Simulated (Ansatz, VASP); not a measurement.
# InAs: VASP beside Ansatz

File POSCAR:

```
InAs
1.0
    0.0000000000      3.0180000000      3.0180000000
    3.0180000000      0.0000000000      3.0180000000
    3.0180000000      3.0180000000      0.0000000000
In As
1 1
Direct
    0.0000000000      0.0000000000      0.0000000000
    0.7500000000      0.7500000000      0.7500000000
```

INCAR.step1

```
SYSTEM = InAs
  PREC = Accurate
  ENCUT = 600
  EDIFF = 1E-5
  ISMEAR = -1
  SIGMA = 0.05
  LREAL = .False.
  LASPH = .True.
  NELM = 100
  ALGO = Normal
  LWAVE = .True.
  LCHARG = .False.
  GGA = PE
```

Contents of INCAR.step2:

```
SYSTEM = InAs
  PREC = Accurate
  ENCUT = 600
  EDIFF = 1E-6
  ISMEAR = -1
  SIGMA = 0.05
  LREAL = .False.
  LASPH = .True.
  NELM = 100
  ALGO = Normal
  ISIF = 3
  LWAVE = .False.
  LCHARG = .False.
  GGA = PE
  LHFCALC = .True.
  HFSCREEN = 0.3
  PRECFOCK = Fast
  IBRION = 2
  NSW = 60
  EDIFFG = -0.01
  ISTART = 1
```

File KPOINTS:

```
Automatic mesh
0
Gamma
  4 4 4
  0 0 0
```

File input.yaml:

```yaml
crystal:
  lattice:
    - [0.0, 3.018, 3.018]
    - [3.018, 0.0, 3.018]
    - [3.018, 3.018, 0.0]
  atoms:
    - { symbol: In, position: [0.0, 0.0, 0.0] }
    - { symbol: As, position: [0.75, 0.75, 0.75] }
hamiltonian:
  xc: { exchange: pbe, correlation: pbe, exx: { coeff: 0.25, omega: 0.3 } }
  pseudopotentials: { kind: paw }
kpoints:
  mp_grid: { grid: [4, 4, 4] }
scf:
  occupations: { method: fermi_dirac, width: 0.05 }
output:
  forces: true
  stress: true
relax:
  f_tol: 0.01
  max_steps: 40
  cell: { stress_tol: 0.05 }
```

Alike in both runs: task relaxation of cell and atoms; functional HSE03; k mesh 4 × 4 × 4; occupations fermi-dirac, width 0.05 eV; no spin polarisation.

|  | VASP | Ansatz |
| --- | --- | --- |
| version | VASP 6.6.1 | Ansatz 0.2.0 |
| potentials or method | VASP PAW PBE potentials, release 64 (In_d, As) | Ansatz PAW |
| plane-wave cutoff (eV) | 600 | 420 |
| valence electrons in the cell | 18 | 28 |

|  | VASP | Ansatz | Ansatz less VASP |
| --- | --- | --- | --- |
| gap on the k mesh at the Fermi level, each at its own relaxed structure (eV) | 0.20 | 0.19 | -0.012 |
| relaxed volume (Å³/atom) | 28.66 | 28.73 | +0.075 |
| relaxed cell length with the largest relative difference (Å) | 4.328 | 4.332 | +0.0038 |
| energy change over the relaxation (meV/atom) | -9 | -10 | -0.9 |

The two sets of potentials don't hold the same shells in valence.

Caveats: the k mesh is coarse (spacing up to 0.45 Å⁻¹), so the values aren't converged, least of all with exact exchange; spin-orbit coupling is left out, which moves the levels of the heavy elements; the PAW data sets were made with another functional, which shifts forces and pressure a little (VASP); the plane-wave basis is chosen anew once the cell has moved, so the energies of steps on either side of that aren't comparable (Ansatz); the PAW data sets come from PBE, with cores solved anew for the run's functional, which leaves a small shift of forces and pressure (Ansatz). Zero-point motion and thermal expansion aren't in these numbers.
